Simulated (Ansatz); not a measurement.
**Piezoelectric tensor of GaN**

Level of theory: Ansatz 0.2.0, DFT PBE, scalar-relativistic, plane waves, PAW. Settings: 420 eV plane-wave cutoff, Γ-centred 12×12×6 mesh, fixed occupations. No spin polarisation.

Equilibrium structure at this level:
```yaml
crystal:
  lattice:
    - [3.21843, 0.00000, 0.00000]
    - [-1.60921, 2.78724, 0.00000]
    - [0.00000, 0.00000, 5.24308]
  atoms:
    - { symbol: Ga, position: [0.33333, 0.66667, 0.99912] }
    - { symbol: Ga, position: [0.66667, 0.33333, 0.49912] }
    - { symbol: N, position: [0.33333, 0.66667, 0.37588] }
    - { symbol: N, position: [0.66667, 0.33333, 0.87588] }
```

It was relaxed at this level from a cell as deposited in COD.

Q: Give the relaxed-ion proper piezoelectric stress tensor e_iJ (C/m², Voigt columns xx yy zz yz xz xy).

A:
```
x    0.00  0.00  0.00  0.00 -0.22  0.00
y    0.00  0.00  0.00 -0.22  0.00  0.00
z   -0.34 -0.34  0.58  0.00  0.00  0.00
```
Signs follow the orientation of the cell as given.

Q: With the elastic constants (GPa, Voigt order)
C11 = 323.7, C12 = 113.2, C13 = 80.1, C22 = 323.7, C23 = 80.1, C33 = 356.1, C44 = 89.3, C55 = 89.3, C66 = 105.3 GPa; the others vanish.
find the strain coefficients d = e·C⁻¹ (pC/N).

A:
```
x    0.00  0.00  0.00  0.00 -2.47  0.00
y    0.00  0.00  0.00 -2.47  0.00  0.00
z   -1.17 -1.17  2.16  0.00  0.00  0.00
```
